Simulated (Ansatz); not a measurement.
Au under pressure

Method: DFT PBE, scalar-relativistic, plane waves, PAW in Ansatz 0.2.0. Run with 420 eV cutoff, 18×18×18 k-mesh, Gaussian smearing of 0.10 eV, no spin polarisation.

Starting point, cell and atoms relaxed:

```
CELL_PARAMETERS angstrom
0.00000 2.07895 2.07895
2.07895 0.00000 2.07895
2.07895 2.07895 0.00000
ATOMIC_POSITIONS crystal
Au 0.00000 0.00000 0.00000
```

Cell and atoms are relaxed at each pressure within the symmetry of the start, at zero temperature, so transitions that lower the symmetry aren't seen. The k-mesh given is that at zero pressure and may differ at others.

Spin–orbit coupling is left out, which can shift energies with elements as heavy as these.

Problem. Give the structure at 60 GPa.

Solution.
```
CELL_PARAMETERS angstrom
0.00000 1.92957 1.92957
1.92957 0.00000 1.92957
1.92957 1.92957 0.00000
ATOMIC_POSITIONS crystal
Au 0.00000 0.00000 0.00000
```
It takes space group Fm-3m (No. 225, cubic). The conventional cell has a = 3.859 Å, b = 3.859 Å, c = 3.859 Å, α = 90.00°, β = 90.00°, γ = 90.00°. Around Au (site symmetry m-3m) lie 12 Au at 2.73 Å.